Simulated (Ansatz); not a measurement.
Steps from a short run of molecular dynamics on a 2×2×2 supercell (16 atoms) of HgS (F-43m), relaxed with r2SCAN; forces from PBEsol in the PAW code Ansatz, 2×2×2 mesh, Fermi-Dirac smearing of 0.112 eV, a Nosé-Hoover thermostat at fixed volume, set at 1300 K. Classical nuclei, no spin polarisation; a few dozen steps show the first response, not equilibrium.

Cell vectors in Å:
```
0.0000 5.9304 5.9304
5.9304 0.0000 5.9304
5.9304 5.9304 0.0000
```

Q: At 4 fs the positions in Å are
```
Hg   0.000  -0.009   0.008
S    1.482   1.499   1.504
Hg   2.964   2.960  -0.014
S    4.457   4.441   1.453
Hg   2.954   0.006   2.959
S    4.422   1.476   4.459
Hg   5.939   2.971   2.973
S    7.442   4.439   4.438
Hg  -0.012   2.971   2.970
S    1.453   4.423   4.438
Hg   2.964   5.936   2.973
S    4.418   7.372   4.445
Hg   2.974   2.982   5.922
S    4.482   4.495   7.443
Hg   5.941   5.913   5.928
S    7.412   7.391   7.417
```
What are the forces, and how far does the free energy (smearing included) lie above that of step 0, with the atoms on their sites?

A: 2.4 meV an atom; forces in eV/Å:
```
Hg   0.053   0.100  -0.032
S   -0.059  -0.075  -0.151
Hg   0.031  -0.047   0.066
S   -0.083  -0.055   0.213
Hg   0.015   0.053   0.000
S    0.194   0.098  -0.018
Hg  -0.073  -0.070  -0.028
S   -0.163   0.023   0.020
Hg  -0.094  -0.122   0.017
S    0.174   0.146   0.120
Hg  -0.052  -0.158  -0.098
S    0.209   0.132   0.035
Hg   0.000   0.029   0.132
S   -0.244  -0.271  -0.153
Hg   0.061   0.063  -0.071
S    0.030   0.155  -0.054
```

Q: At 14 fs the positions in Å are
```
Hg  -0.001  -0.032   0.028
S    1.478   1.537   1.553
Hg   2.962   2.947  -0.047
S    4.478   4.423   1.385
Hg   2.926   0.021   2.943
S    4.365   1.461   4.488
Hg   5.959   2.985   2.993
S    7.509   4.418   4.413
Hg  -0.042   2.984   2.983
S    1.386   4.366   4.418
Hg   2.960   5.949   2.991
S    4.352   7.274   4.441
Hg   2.996   3.024   5.901
S    4.560   4.605   7.514
Hg   5.968   5.870   5.921
S    7.412   7.341   7.427
```
What are the forces, and how far does the free energy (smearing included) lie above that of step 0, with the atoms on their sites?

A: 26.1 meV an atom; forces in eV/Å:
```
Hg   0.193   0.351  -0.146
S   -0.169  -0.225  -0.489
Hg   0.124  -0.180   0.238
S   -0.272  -0.242   0.685
Hg   0.049   0.182  -0.016
S    0.600   0.273  -0.044
Hg  -0.223  -0.222  -0.124
S   -0.543   0.084   0.057
Hg  -0.344  -0.445  -0.040
S    0.618   0.526   0.481
Hg  -0.315  -0.559  -0.439
S    0.767   0.509   0.299
Hg  -0.059   0.052   0.324
S   -0.704  -0.772  -0.355
Hg   0.221   0.210  -0.284
S    0.058   0.457  -0.148
```

Q: At 16 fs the positions in Å are
```
Hg  -0.001  -0.037   0.032
S    1.477   1.544   1.562
Hg   2.962   2.944  -0.054
S    4.481   4.419   1.373
Hg   2.920   0.024   2.940
S    4.355   1.459   4.494
Hg   5.963   2.987   2.996
S    7.520   4.413   4.408
Hg  -0.048   2.986   2.986
S    1.374   4.356   4.415
Hg   2.959   5.951   2.994
S    4.341   7.256   4.441
Hg   3.001   3.033   5.897
S    4.574   4.624   7.527
Hg   5.974   5.862   5.920
S    7.412   7.333   7.428
```
What are the forces, and how far does the free energy (smearing included) lie above that of step 0, with the atoms on their sites?

A: 32.6 meV an atom; forces in eV/Å:
```
Hg   0.218   0.399  -0.170
S   -0.185  -0.247  -0.546
Hg   0.144  -0.207   0.272
S   -0.305  -0.280   0.764
Hg   0.056   0.206  -0.020
S    0.664   0.294  -0.048
Hg  -0.249  -0.249  -0.146
S   -0.607   0.097   0.063
Hg  -0.392  -0.508  -0.063
S    0.700   0.596   0.552
Hg  -0.385  -0.636  -0.521
S    0.877   0.589   0.374
Hg  -0.075   0.051   0.345
S   -0.769  -0.841  -0.372
Hg   0.250   0.234  -0.326
S    0.059   0.501  -0.160
```
